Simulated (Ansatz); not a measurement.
**Equation of state of Ga**

```yaml
crystal:
  lattice:
    - [1.45000, -4.06500, 0.00000]
    - [1.45000, 4.06500, 0.00000]
    - [0.00000, 0.00000, 3.17000]
  atoms:
    - { symbol: Ga, position: [0.86700, 0.13300, 0.25000] }
    - { symbol: Ga, position: [0.13300, 0.86700, 0.75000] }
```

The structure is an experimental refinement, used without relaxation.

Levels of theory: DFT, PBE, all-electron LAPW, scalar-relativistic (Ansatz 0.2.0); DFT, PBE, PAW with Ansatz's default frozen-core files, scalar-relativistic (Ansatz 0.2.0).

For LAPW: a Γ-centred 15×15×13 k mesh, Fermi–Dirac smearing of 0.05 eV, basis error target 0.25 meV/atom, no spin polarisation. PAW takes a cutoff of 420 eV at this cell. The Ansatz runs share mesh, smearing and spin set-up. Plane-wave (PAW) pressures include the program's estimate of the Pulay term.

The cell above is scaled evenly, with fractional coordinates and shape held.

```json
{"V/V(cell)": "0.9405", "V (Å³/atom)": "17.573", "P, LAPW (GPa)": "?", "P, PAW (GPa)": "?", "free energy over the lowest listed, PAW (meV/atom)": "?"}
{"V/V(cell)": "0.9800", "V (Å³/atom)": "18.311", "P, LAPW (GPa)": "2.74", "P, PAW (GPa)": "2.71", "free energy over the lowest listed, PAW (meV/atom)": "7.3"}
{"V/V(cell)": "1.0000", "V (Å³/atom)": "18.685", "P, LAPW (GPa)": "1.57", "P, PAW (GPa)": "1.55", "free energy over the lowest listed, PAW (meV/atom)": "2.4"}
{"V/V(cell)": "1.0200", "V (Å³/atom)": "19.058", "P, LAPW (GPa)": "0.54", "P, PAW (GPa)": "0.52", "free energy over the lowest listed, PAW (meV/atom)": "0.0"}
{"V/V(cell)": "1.0600", "V (Å³/atom)": "19.806", "P, LAPW (GPa)": "-1.17", "P, PAW (GPa)": "-1.19", "free energy over the lowest listed, PAW (meV/atom)": "1.7"}
```

Task: Fill in the row V/V(cell) = 0.9405.

Result: P, LAPW (GPa) = 5.54, P, PAW (GPa) = 5.51, free energy over the lowest listed, PAW (meV/atom) = 26.0.

Task: What do Birch–Murnaghan fits to the pressures give?

Result: LAPW: V0 = 19.27 Å³/atom, B0 = 46 GPa, B0′ = 5.6; PAW: V0 = 19.27 Å³/atom, B0 = 46 GPa, B0′ = 5.6.

PAW's V0 lies -0.04 % from the all-electron value and its B0 0.0 %. With shape and internal coordinates held, B0 is an upper bound to the relaxed modulus.
